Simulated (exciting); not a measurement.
# InP (F-43m) in exciting: further runs, part 2 of 5

exciting (release sodium). Earlier steps stand in the parts before.

## 3. Real-space fields, BLYP

Contents of run_exciting.py:

```python
import subprocess
import xml.etree.ElementTree as ET
from ase.io import read
from ase.units import Bohr

atoms = read("POSCAR")
rmt = {'In': 2.3, 'P': 2.0}  # bohr
tasks = """
<groundstate do="fromscratch" ngridk="8 8 8" rgkmax="6.8" gmaxvr="14" lmaxapw="10" lmaxmat="10" lmaxvr="8" stype="Gaussian" swidth="0.00499791" nempty="10" ValenceRelativity="iora*" epsengy="1e-05" epspot="1e-05" maxscl="100" outputlevel="low" lradstep="4" mixer="lin">
  <libxc exchange="XC_GGA_X_B88" correlation="XC_GGA_C_LYP"/>
</groundstate>
<properties>
  <chargedensityplot>
    <plot3d>
      <box grid="21 21 21">
        <origin coord="0 0 0"/>
        <point coord="1 0 0"/>
        <point coord="0 1 0"/>
        <point coord="0 0 1"/>
      </box>
    </plot3d>
  </chargedensityplot>
  <elfplot>
    <plot3d>
      <box grid="21 21 21">
        <origin coord="0 0 0"/>
        <point coord="1 0 0"/>
        <point coord="0 1 0"/>
        <point coord="0 0 1"/>
      </box>
    </plot3d>
  </elfplot>
  <exccplot>
    <plot3d>
      <box grid="21 21 21">
        <origin coord="0 0 0"/>
        <point coord="1 0 0"/>
        <point coord="0 1 0"/>
        <point coord="0 0 1"/>
      </box>
    </plot3d>
  </exccplot>
</properties>
"""

root = ET.Element("input")
ET.SubElement(root, "title").text = "InP"
structure = ET.SubElement(root, "structure", speciespath="./", tshift="false")
crystal = ET.SubElement(structure, "crystal", scale="1.0")
for vector in atoms.cell / Bohr:
    ET.SubElement(crystal, "basevect").text = " ".join(f"{x:.12f}" for x in vector)
symbols = atoms.get_chemical_symbols()
for element in dict.fromkeys(symbols):
    species = ET.SubElement(structure, "species", speciesfile=element + ".xml", rmt=str(rmt[element]))
    for symbol, position in zip(symbols, atoms.get_scaled_positions(wrap=False)):
        if symbol == element:
            ET.SubElement(species, "atom", coord=" ".join(f"{x:.12f}" for x in position))
root.extend(ET.fromstring("<tasks>" + tasks + "</tasks>"))
ET.indent(root)
ET.ElementTree(root).write("input.xml")
subprocess.run(["exciting_smp"], check=True)
```

Contents of POSCAR:

```
InP
1.0
    0.0000000000      2.9305000000      2.9305000000
    2.9305000000      0.0000000000      2.9305000000
    2.9305000000      2.9305000000      0.0000000000
In P
1 1
Direct
    0.0000000000      0.0000000000      0.0000000000
    0.7500000000      0.7500000000      0.7500000000
```

Potentials or basis: all-electron LAPW+lo, shipped species files, valence relativity iora*.

On the command line:

```console
$ OMP_NUM_THREADS=1 python run_exciting.py
```

Log:

```text
================================================================================
EXCITING SODIUM started
All units are atomic (Hartree, Bohr, etc.)
================================================================================

********************************************************************************
* Ground-state run starting from atomic densities                              *
********************************************************************************

++++++++++++++++++++++++++++++++++++++++++++++++++++++++++++++++++++++++++++++++
+ Starting initialization                                                      +
++++++++++++++++++++++++++++++++++++++++++++++++++++++++++++++++++++++++++++++++

 Lattice vectors (cartesian) :
      0.0000000000      5.5378424118      5.5378424118
      5.5378424118      0.0000000000      5.5378424118
      5.5378424118      5.5378424118      0.0000000000

 Reciprocal lattice vectors (cartesian) :
     -0.5672954230      0.5672954230      0.5672954230
      0.5672954230     -0.5672954230      0.5672954230
      0.5672954230      0.5672954230     -0.5672954230

 Unit cell volume                           :     339.6657637079
 Brillouin zone volume                      :       0.7302773489

 Species :    1 (In)
     parameters loaded from                 :    In.xml
     name                                   :    indium

     atomic positions (lattice) :
       1 :   0.00000000  0.00000000  0.00000000

 Species :    2 (P)
     parameters loaded from                 :    P.xml
     name                                   :    phosphorus

     atomic positions (lattice) :
       1 :   0.75000000  0.75000000  0.75000000

 Total number of atoms per unit cell        :       2

 Spin treatment                             :    spin-unpolarised

 Number of Bravais lattice symmetries       :      48
 Number of crystal symmetries               :      24

 k-point grid                               :       8    8    8
 Total number of k-points                   :      43
 k-point set is reduced with crystal symmetries

 R^MT_min * |G+k|_max (rgkmax)              :       6.80000000

 G-vector grid sizes                        :      36    36    36
 Total number of G-vectors                  :   15665

 Total nuclear charge                       :     -64.00000000
 Total electronic charge                    :      64.00000000

 Number of empty states                     :      10
 Total number of valence states             :      23

 Exchange-correlation type                  :     100
     libxc; exchange: Becke 88; correlation: Lee, Yang & Parr (see libxc for references)

 Smearing scheme                            :    Gaussian
 Smearing width                             :       0.00499791

++++++++++++++++++++++++++++++++++++++++++++++++++++++++++++++++++++++++++++++++
+ Ending initialization                                                        +
++++++++++++++++++++++++++++++++++++++++++++++++++++++++++++++++++++++++++++++++

********************************************************************************
* Groundstate module started                                                   *
********************************************************************************
 Output level for this task is set to low

++++++++++++++++++++++++++++++++++++++++++++++++++++++++++++++++++++++++++++++++
+ Self-consistent loop started                                                 +
++++++++++++++++++++++++++++++++++++++++++++++++++++++++++++++++++++++++++++++++
 Density and potential initialised from atomic data

++++++++++++++++++++++++++++++++++++++++++++++++++++++++++++++++++++++++++++++++
+ SCF iteration number :    1                                                  +
++++++++++++++++++++++++++++++++++++++++++++++++++++++++++++++++++++++++++++++++
 Total energy                               :     -5920.05149444
 _______________________________________________________________
 Fermi energy                               :         0.49140323
 DOS at Fermi energy (states/Ha/cell)       :       120.40053469
 Electron charge: Core leakage              :         0.00381645
[... 114 lines left out ...]
 RMS change in effective potential (target) :  0.353901E-01  ( 0.100000E-04)
 Absolute change in total energy   (target) :  0.120787      ( 0.100000E-04)
 Charge distance                   (target) :  0.616618E-03  ( 0.100000E-04)

++++++++++++++++++++++++++++++++++++++++++++++++++++++++++++++++++++++++++++++++
[... 10 further cycles ...]
+ SCF iteration number :   21                                                  +
++++++++++++++++++++++++++++++++++++++++++++++++++++++++++++++++++++++++++++++++
 Total energy                               :     -6226.10004493
 _______________________________________________________________
 Fermi energy                               :         0.19176493
 DOS at Fermi energy (states/Ha/cell)       :         0.01202819
 Electron charge: Core leakage              :         0.00171391
[... 118 lines left out ...]
 RMS change in effective potential (target) :  0.506963E-05  ( 0.100000E-04)
 Absolute change in total energy   (target) :  0.190540E-05  ( 0.100000E-04)
 Charge distance                   (target) :  0.135548E-06  ( 0.100000E-04)

++++++++++++++++++++++++++++++++++++++++++++++++++++++++++++++++++++++++++++++++
| Convergency criteria checked for the last 2 iterations                       +
| Convergence targets achieved. Performing final SCF iteration                 +
++++++++++++++++++++++++++++++++++++++++++++++++++++++++++++++++++++++++++++++++
 Total energy                               :     -6226.10834782
 _______________________________________________________________
 Fermi energy                               :         0.19173143
 DOS at Fermi energy (states/Ha/cell)       :         0.01206248
 Electron charge: Core leakage              :         0.00171378

++++++++++++++++++++++++++++++++++++++++++++++++++++++++++++++++++++++++++++++++
+ Self-consistent loop stopped                                                 +
++++++++++++++++++++++++++++++++++++++++++++++++++++++++++++++++++++++++++++++++
 STATE.OUT is written

********************************************************************************
* Groundstate module stopped                                                   *
********************************************************************************

--------------------------------------------------------------------------------
- CAUTION! Warnings have been written in file WARNING.OUT !                    -
--------------------------------------------------------------------------------
================================================================================
| EXCITING SODIUM stopped                                                      =
================================================================================
```

Wall time 2.8 min (1 thread of Arm Neoverse V1, shared host); peak memory 0.15 GiB.

Results:

| Item | Value |
| --- | --- |
| Band gap on the k mesh | 0.60 eV, direct |

Caveat: spin-orbit coupling is left out, which moves the levels of the heavy elements. A hybrid or GW would open this gap; BLYP tends to underestimate it.

[end of part 2 of 5]
